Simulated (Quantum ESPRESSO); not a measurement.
Input of a Quantum ESPRESSO 7.5 run:

The input pw.in:

```
&CONTROL
  calculation = 'scf'
  prefix = 'pwscf'
  outdir = './tmp'
  pseudo_dir = './pseudo'
  tprnfor = .true.
  tstress = .true.
  disk_io = 'low'
/
&SYSTEM
  ibrav = 0
  nat = 2
  ntyp = 2
  ecutwfc = 60
  ecutrho = 480
  nbnd = 9
  occupations = 'smearing'
  smearing = 'fd'
  degauss = 0.00367493
/
&ELECTRONS
  conv_thr = 4d-10
  electron_maxstep = 120
  mixing_beta = 0.5
/
ATOMIC_SPECIES
N     14.0070 N.pbe-n-radius_5.UPF
B     10.8100 b_pbe_v1.4.uspp.F.UPF
CELL_PARAMETERS angstrom
   0.0000000000    1.8130010000    1.8130010000
   1.8130010000    0.0000000000    1.8130010000
   1.8130010000    1.8130010000    0.0000000000
ATOMIC_POSITIONS crystal
N      0.2500000000    0.2500000000    0.2500000000
B      0.0000000000    0.0000000000    0.0000000000
K_POINTS automatic
13 13 13 0 0 0
```

The input bands.in:

```
&CONTROL
  calculation = 'bands'
  prefix = 'pwscf'
  outdir = './tmp'
  pseudo_dir = './pseudo'
  disk_io = 'low'
  verbosity = 'high'
/
&SYSTEM
  ibrav = 0
  nat = 2
  ntyp = 2
  ecutwfc = 60
  ecutrho = 480
  nbnd = 9
  occupations = 'smearing'
  smearing = 'fd'
  degauss = 0.00367493
/
&ELECTRONS
  conv_thr = 1d-08
  electron_maxstep = 120
  mixing_beta = 0.5
  diago_full_acc = .true.
  startingwfc = 'random'
/
ATOMIC_SPECIES
N     14.0070 N.pbe-n-radius_5.UPF
B     10.8100 b_pbe_v1.4.uspp.F.UPF
CELL_PARAMETERS angstrom
   0.0000000000    1.8130010000    1.8130010000
   1.8130010000    0.0000000000    1.8130010000
   1.8130010000    1.8130010000    0.0000000000
ATOMIC_POSITIONS crystal
N      0.2500000000    0.2500000000    0.2500000000
B      0.0000000000    0.0000000000    0.0000000000
K_POINTS crystal
60
 0.0000000000  0.0000000000  0.0000000000 1
 0.0625000000  0.0000000000  0.0625000000 1
 0.1250000000  0.0000000000  0.1250000000 1
 0.1875000000  0.0000000000  0.1875000000 1
 0.2500000000  0.0000000000  0.2500000000 1
 0.3125000000  0.0000000000  0.3125000000 1
 0.3750000000  0.0000000000  0.3750000000 1
 0.4375000000  0.0000000000  0.4375000000 1
 0.5000000000  0.0000000000  0.5000000000 1
 0.5000000000  0.0625000000  0.5625000000 1
 0.5000000000  0.1250000000  0.6250000000 1
 0.5000000000  0.1875000000  0.6875000000 1
 0.5000000000  0.2500000000  0.7500000000 1
 0.4375000000  0.3125000000  0.7500000000 1
 0.3750000000  0.3750000000  0.7500000000 1
 0.3375000000  0.3375000000  0.6750000000 1
 0.3000000000  0.3000000000  0.6000000000 1
 0.2625000000  0.2625000000  0.5250000000 1
 0.2250000000  0.2250000000  0.4500000000 1
 0.1875000000  0.1875000000  0.3750000000 1
 0.1500000000  0.1500000000  0.3000000000 1
 0.1125000000  0.1125000000  0.2250000000 1
 0.0750000000  0.0750000000  0.1500000000 1
 0.0375000000  0.0375000000  0.0750000000 1
 0.0000000000  0.0000000000  0.0000000000 1
 0.0625000000  0.0625000000  0.0625000000 1
 0.1250000000  0.1250000000  0.1250000000 1
 0.1875000000  0.1875000000  0.1875000000 1
 0.2500000000  0.2500000000  0.2500000000 1
 0.3125000000  0.3125000000  0.3125000000 1
 0.3750000000  0.3750000000  0.3750000000 1
 0.4375000000  0.4375000000  0.4375000000 1
 0.5000000000  0.5000000000  0.5000000000 1
 0.5250000000  0.4500000000  0.5250000000 1
 0.5500000000  0.4000000000  0.5500000000 1
 0.5750000000  0.3500000000  0.5750000000 1
 0.6000000000  0.3000000000  0.6000000000 1
 0.6250000000  0.2500000000  0.6250000000 1
 0.5833333333  0.2500000000  0.6666666667 1
 0.5416666667  0.2500000000  0.7083333333 1
 0.5000000000  0.2500000000  0.7500000000 1
 0.5000000000  0.2857142857  0.7142857143 1
 0.5000000000  0.3214285714  0.6785714286 1
 0.5000000000  0.3571428571  0.6428571429 1
 0.5000000000  0.3928571429  0.6071428571 1
 0.5000000000  0.4285714286  0.5714285714 1
 0.5000000000  0.4642857143  0.5357142857 1
 0.5000000000  0.5000000000  0.5000000000 1
 0.4821428571  0.4821428571  0.5357142857 1
 0.4642857143  0.4642857143  0.5714285714 1
 0.4464285714  0.4464285714  0.6071428571 1
 0.4285714286  0.4285714286  0.6428571429 1
 0.4107142857  0.4107142857  0.6785714286 1
 0.3928571429  0.3928571429  0.7142857143 1
 0.3750000000  0.3750000000  0.7500000000 1
 0.6250000000  0.2500000000  0.6250000000 1
 0.5937500000  0.1875000000  0.5937500000 1
 0.5625000000  0.1250000000  0.5625000000 1
 0.5312500000  0.0625000000  0.5312500000 1
 0.5000000000  0.0000000000  0.5000000000 1
```

Potentials or basis: SSSP 1.3 efficiency PBE.

Launch:

```console
$ OMP_NUM_THREADS=1 pw.x -in pw.in > pw.out
$ OMP_NUM_THREADS=1 pw.x -in bands.in > bands.out
```

Question: Predict the band gap on the k mesh.

Answer: 4.54 eV, indirect (least direct gap 8.79 eV).

Question: What does it give for the band gap along the path?

Answer: 4.47 eV, indirect (least direct gap 8.79 eV).

Levels at the corners of the path, in eV from the valence-band top:
| point | band 1 | band 2 | band 3 | band 4 | band 5 | band 6 | band 7 | band 8 | band 9 |
| --- | --- | --- | --- | --- | --- | --- | --- | --- | --- |
| Γ | -20.11 | 0.00 | 0.00 | 0.00 | 8.79 | 8.79 | 8.79 | 10.21 | 24.60 |
| X | -14.59 | -8.84 | -4.86 | -4.86 | 4.47 | 9.21 | 17.78 | 17.78 | 20.62 |
| W | -14.29 | -7.53 | -6.89 | -6.44 | 9.57 | 13.22 | 14.47 | 14.53 | 19.17 |
| K | -14.51 | -8.06 | -7.58 | -4.04 | 6.90 | 12.80 | 15.72 | 16.55 | 18.57 |
| Γ | -20.11 | 0.00 | 0.00 | 0.00 | 8.79 | 8.79 | 8.79 | 10.21 | 24.60 |
| L | -15.94 | -10.60 | -1.92 | -1.92 | 10.05 | 10.67 | 10.67 | 15.17 | 23.34 |
| U | -14.51 | -8.06 | -7.58 | -4.04 | 6.90 | 12.80 | 15.72 | 16.55 | 18.57 |
| W | -14.29 | -7.53 | -6.89 | -6.44 | 9.57 | 13.22 | 14.47 | 14.53 | 19.17 |
| L | -15.94 | -10.60 | -1.92 | -1.92 | 10.05 | 10.67 | 10.67 | 15.17 | 23.34 |
| K | -14.51 | -8.06 | -7.58 | -4.04 | 6.90 | 12.80 | 15.72 | 16.55 | 18.57 |
| U | -14.51 | -8.06 | -7.58 | -4.04 | 6.90 | 12.80 | 15.72 | 16.55 | 18.57 |
| X | -14.59 | -8.84 | -4.86 | -4.86 | 4.47 | 9.21 | 17.78 | 17.78 | 20.62 |

**Experimental background.**

A printed reference work, monograph reports, for a bulk crystal of BN at 300 K: band gap 6.4 eV (indirect).

Measured gap of BN: 6.4 eV (indirect; 300 K; a printed reference work, monograph). This calculation gives 4.47 eV (-1.93 eV). The value is that of PBE, without temperature or zero-point motion. Semilocal functionals fall short of measured gaps as a rule. The cell is a database's relaxed one, not the measured one, which moves gaps too.
